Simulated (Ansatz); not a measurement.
**Zone-centre phonons of TlCl at -0.7 GPa: input and output**

The calculation used Ansatz, DFT LDA, scalar-relativistic, plane waves, PAW.

Launched with:
```bash
ansatz run input.yaml --threads 1 --pin off --max-ram 1228MiB --backend cpu --events-out ev --progress --plain --runs-dir out
```

Input (bare energies are in eV):
```yaml
crystal:
  lattice:
    - [3.7164, 0.0, 0.0]
    - [0.0, 3.7164, 0.0]
    - [0.0, 0.0, 3.7164]
  atoms:
    - { symbol: Tl, position: [0.0, 0.0, 0.0] }
    - { symbol: Cl, position: [0.5, 0.5, 0.5] }
basis:
  ecutwfc: 420
kpoints:
  mp_grid: { grid: [8, 8, 8] }
hamiltonian:
  xc: lda
scf:
  occupations: { method: fixed }
output:
  eigenvalues: true
phonons:
  method: dfpt
  dielectric: true
  rigid_motions: translations
  eigenvectors: true
```

Results section of the output:
```
--- Phonons (Γ-DFPT): 2 representative perturbations + reference, on 75 of 512 k-points (Σ response iterations 6) ---
  k mesh reduced under 8 symmetry operations, with k and −k counted as one. Each operation leaves every solved perturbation unchanged. A smaller set is not considered because the run solves the response ...
  ASR residual: 2.081e-4 → 0.000e0 eV/Å²; symmetrization residual: 6.262e-6 eV/Å²
  ASR residual per site (eV/Å²): 6.98e-5 2.08e-4
  Γ frequencies (cm⁻¹): 0.00 0.00 0.00 55.71 55.71 55.71
  ε∞ (high-frequency dielectric tensor):
        6.202840     0.000000     0.000000
        0.000000     6.202840     0.000000
        0.000000     0.000000     6.202840
  ε⁰ (static dielectric tensor: ions relaxed, cell fixed):
       53.707958    -0.000000    -0.000000
       -0.000000    53.707958     0.000000
       -0.000000     0.000000    53.707958
  ε⁰ − ε∞ (ionic part):
       47.505118    -0.000000    -0.000000
       -0.000000    47.505118     0.000000
       -0.000000     0.000000    47.505118
  softest optical mode at Γ: 55.71 cm⁻¹; the repairs (sum rule, projections) moved no ω² at Γ by more than (1.37 cm⁻¹)²
  Born effective charges Z* (e; rows j = field, columns β = displacement):
    site 0:
         2.15570   -0.00000    0.00000
         0.00000    2.15570    0.00000
         0.00000    0.00000    2.15570
    site 1:
        -2.15570    0.00000    0.00000
        -0.00000   -2.15570    0.00000
         0.00000    0.00000   -2.15570
  Z* charge neutrality: 3.416e-3 e pre-enforcement
  solved inside a basis spanned on kpoints, on 8×8×8 k-points, its susceptibility summed on 14×14×14: ε∞ is read to err by 2.6e-2, Z* by 2.3e-2 e (field_mesh: kpoints solves on kpoints); Z* is corrected for ...
  optical modes at Γ without the LO–TO term, one row a degenerate level:
      ω (cm⁻¹) modes IR ((D/Å)²/amu)
         55.71      3            10.6465
  optical modes at Γ + LO–TO along q̂ = [1.0000, 0.0000, 0.0000]:
      ω (cm⁻¹) modes IR ((D/Å)²/amu)
         55.71      2             7.0977
        163.94      1             3.5488
  optical modes at Γ + LO–TO along q̂ = [0.0000, 1.0000, 0.0000]:
      ω (cm⁻¹) modes IR ((D/Å)²/amu)
         55.71      2             7.0977
        163.94      1             3.5488
  optical modes at Γ + LO–TO along q̂ = [0.0000, 0.0000, 1.0000]:
      ω (cm⁻¹) modes IR ((D/Å)²/amu)
         55.71      2             7.0977
        163.94      1             3.5488
```

It took 17 s on 1 thread of Intel(R) Xeon(R) 6975P-C (Granite Rapids) (shared host), peak memory 0.55 GiB.

The cell is the ideal cubic caesium chloride prototype. Spin–orbit coupling is left out, which matters for heavy elements. The run warned that the force constants aren't converged on this k mesh, so the frequencies and all that is formed from them are rough.